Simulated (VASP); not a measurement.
# RbBr (I-4m2) in VASP: notebook, part 2 of 2

VASP 6.6.1.

### Step 4. Single point, PBE (uniaxial_z strain +5.8%)

Input file INCAR:

```
SYSTEM = RbBr
PREC = Accurate
ENCUT = 520
EDIFF = 1E-7
ISMEAR = -1
SIGMA = 0.02
LREAL = .FALSE.
LASPH = .TRUE.
NELM = 100
ALGO = Fast
ISIF = 2
LWAVE = .FALSE.
LCHARG = .FALSE.
GGA = PE
NBANDS = 15
```

Input file KPOINTS:

```
regular mesh
0
G
  6 6 6
  0 0 0
```

Input file POSCAR:

```
RbBr
1.0
    0.0000000000      3.8694967701      4.0927667337
    3.8694967701      0.0000000000      4.0927667337
    3.8694967701      3.8694967701      0.0000000000
Rb Br
1 1
Direct
    0.0000000000      0.0000000000      0.0000000000
    0.2500000000      0.2500000000      0.2500000000
```

Potentials or basis: VASP PAW PBE potentials, release 64 (Rb_sv, Br).

Run with:

```sh
$ cat potpaw_PBE.64/Rb_sv/POTCAR potpaw_PBE.64/Br/POTCAR > POTCAR
$ mpirun -np 1 vasp_std > vasp.out
```

OUTCAR:

```text
SYSTEM = RbBr
   PREC = Accurate
   ENCUT = 520
   EDIFF = 1E-7
   ISMEAR = -1
   LREAL = .FALSE.
   LASPH = .TRUE.
   NELM = 100
   ISIF = 2
   GGA = PE

 ion  position               nearest neighbor table
   1  0.000  0.000  0.000-   2 3.42   2 3.42   2 3.42   2 3.42
   2  0.250  0.250  0.250-   1 3.42   1 3.42   1 3.42   1 3.42

  LATTYP: Found a body centered tetragonal cell.
 ALAT       =     5.4722948118
 C/A-ratio  =     1.4958136849

  Lattice vectors:

 A1 = (  -3.8694967701,   0.0000000000,   4.0927667337)
 A2 = (   3.8694967701,   0.0000000000,   4.0927667337)
 A3 = (   0.0000000000,   3.8694967701,  -4.0927667337)

Analysis of symmetry for initial positions (statically):
=====================================================================
 Subroutine PRICEL returns:
 Original cell was already a primitive cell.

 Routine SETGRP: Setting up the symmetry group for a
 body centered tetragonal supercell.

 Subroutine GETGRP returns: Found  8 space group operations
 (whereof  8 operations were pure point group operations)
 out of a pool of 16 trial point group operations.

The static configuration has the point symmetry D_2d.

Analysis of symmetry for dynamics (positions and initial velocities):
=====================================================================
 Subroutine PRICEL returns:
 Original cell was already a primitive cell.

 Routine SETGRP: Setting up the symmetry group for a
 body centered tetragonal supercell.

 Subroutine GETGRP returns: Found  8 space group operations
 (whereof  8 operations were pure point group operations)
 out of a pool of 16 trial point group operations.

The dynamic configuration has the point symmetry D_2d.

 Subroutine INISYM returns: Found  8 space group operations
 (whereof  8 operations are pure point group operations),
 and found     1 'primitive' translations

[... 124 lines left out ...]
   LRPA    =     F    only Hartree local field effects (RPA)
 non-spin polarized calculation
 RMM-DIIS sequential band-by-band and
  energy-cutoff  :      520.00
  volume of cell :      122.56
 maximum number of plane-waves:      3316
 NGX is ok and might be reduce to    42
   NGX = 21   NGY = 21   NGZ = 21

 number of electron      16.0000001 magnetization

 Free energy of the ion-electron system (eV)
  ---------------------------------------------------
  ext. energy  EPLUGINS =         0.00000000
  ---------------------------------------------------
  free energy    TOTEN  =        -5.92477220 eV

  energy without entropy =       -5.92477220  energy(sigma->0) =       -5.92477220

 E-fermi :  -2.7095     XC(G=0):  -5.5611

 val. band max:       -3.1767218198   @ k =   0.5000   0.5000   0.0000
 cond. band min:       0.7940037530   @ k =   0.0000   0.0000   0.0000
 fundamental gap:      3.9707255728
 Fermi energy:        -2.7094696606

 k-point     1 :       0.0000    0.0000    0.0000
  band No.  band energies     occupation
      1     -27.9330      2.00000
      2     -15.0429      2.00000
      3     -12.0322      2.00000
      4     -12.0322      2.00000
      5     -12.0239      2.00000
      6      -3.2749      2.00000
      7      -3.2528      2.00000
      8      -3.2528      2.00000
      9       0.7940      0.00000
     10       4.6811      0.00000
     11       5.0418      0.00000
     12       5.5598      0.00000
     13       5.8416      0.00000
     14       5.8419      0.00000
[... 401 lines left out ...]
      2     -15.0833      2.00000
      3     -12.0599      2.00000
      4     -12.0446      2.00000
      5     -11.9659      2.00000
      6      -3.4866      2.00000
      7      -3.2474      2.00000
      8      -3.2117      2.00000
      9       2.7536      0.00000
     10       3.4516      0.00000
     11       4.4772      0.00000
     12       5.2089      0.00000
     13       5.8954      0.00000
     14       6.0561      0.00000
     15       6.1778      0.00000

 [... further k-points ...]

------------------------ aborting loop because EDIFF is reached ----------------------------------------

  FORCE on cell =-STRESS in cart. coord.  units (eV):
  Direction    XX          YY          ZZ          XY          YZ          ZX
  --------------------------------------------------------------------------------------
  -------------------------------------------------------------------------------------
  Total       -0.1784590     -0.1784590     -0.2445473      0.0000000      0.0000000      0.0000000
  in kB       -2.3328837     -2.3328837     -3.1968150      0.0000000      0.0000000      0.0000000
  external PRESSURE =      -2.6208608 kB  Pullay stress =       0.0000000 kB

 VOLUME and BASIS-vectors are now :
 -----------------------------------------------------------------------------
  energy-cutoff  :      520.00
  volume of cell :      122.56
      direct lattice vectors                 reciprocal lattice vectors
     0.000000000  3.869496770  4.092766734    -0.129215769  0.129215769  0.122166747
     3.869496770  0.000000000  4.092766734     0.129215769 -0.129215769  0.122166747
     3.869496770  3.869496770  0.000000000     0.129215769  0.129215769 -0.122166747

 POSITION                                       TOTAL-FORCE (eV/Angst)
 -----------------------------------------------------------------------------------
      0.00000      0.00000      0.00000         0.000000      0.000000      0.000000
      1.93475      1.93475      2.04638        -0.000000     -0.000000     -0.000000
 -----------------------------------------------------------------------------------
    total drift:                                0.000000      0.000000      0.000000

  FREE ENERGIE OF THE ION-ELECTRON SYSTEM (eV)
  ---------------------------------------------------
  free  energy   TOTEN  =        -5.9247721992 eV

  energy  without entropy=       -5.9247721992  energy(sigma->0) =       -5.92477220
```

Run time: 75 s. Hardware: 1 thread of Intel Xeon Platinum 8488C (Sapphire Rapids), shared host; peak memory 0.27 GiB.

Results:

| Item | Value |
| --- | --- |
| Free energy | -5.9248 eV |
| Pressure | -0.3 GPa |
| Band gap on the k mesh | 3.97 eV, indirect (least direct gap 4.05 eV) |

Levels at points of the mesh, in eV from the valence-band top:
| k point | band 4 | band 5 | band 6 | band 7 | band 8 | band 9 | band 10 | band 11 | band 12 | band 13 |
| --- | --- | --- | --- | --- | --- | --- | --- | --- | --- | --- |
| (0.00, 0.00, 0.00) | -8.86 | -8.85 | -0.10 | -0.08 | -0.08 | 3.97 | 7.86 | 8.22 | 8.74 | 9.02 |
| (0.50, 0.00, 0.00) | -8.86 | -8.81 | -0.29 | -0.07 | -0.03 | 6.08 | 6.34 | 7.59 | 7.77 | 8.93 |
| (0.50, 0.50, 0.00) | -8.88 | -8.77 | -0.39 | 0.00 | 0.00 | 5.79 | 6.58 | 7.94 | 8.50 | 8.88 |
| (0.50, 0.00, 0.50) | -8.87 | -8.79 | -0.36 | -0.04 | -0.02 | 5.87 | 6.64 | 8.15 | 8.69 | 8.75 |

A k mesh can miss the band edges.

### Step 5. Summary

```tsv
level	cell	k mesh	smearing	exchange at q = 0	grid for exact exchange (PRECFOCK)	screening parameter	gap on the mesh (eV)	pressure (GPa)
HSE06	uniaxial_z strain +5.8%	4 × 4 × 4	gaussian 0.01 eV	truncated	Normal	0.2079 1/A	5.06	-0.4
PBE	epitaxial_xy strain +1.4%	6 × 6 × 6	fermi-dirac 0.02 eV	-	-	-	4.06	0.2
PBE	uniaxial_z strain +5.8%	6 × 6 × 6	fermi-dirac 0.02 eV	-	-	-	3.97	-0.3
```

Alike in all rows: task single point; potentials or basis VASP PAW PBE potentials, release 64 (Rb_sv, Br); no spin polarisation; cutoff (eV) 520.

Caveats: the PAW data sets were made with another functional, which shifts forces and pressure a little (some runs).

Total energies depend on the potentials used, so only differences within one code and one set of settings carry meaning.
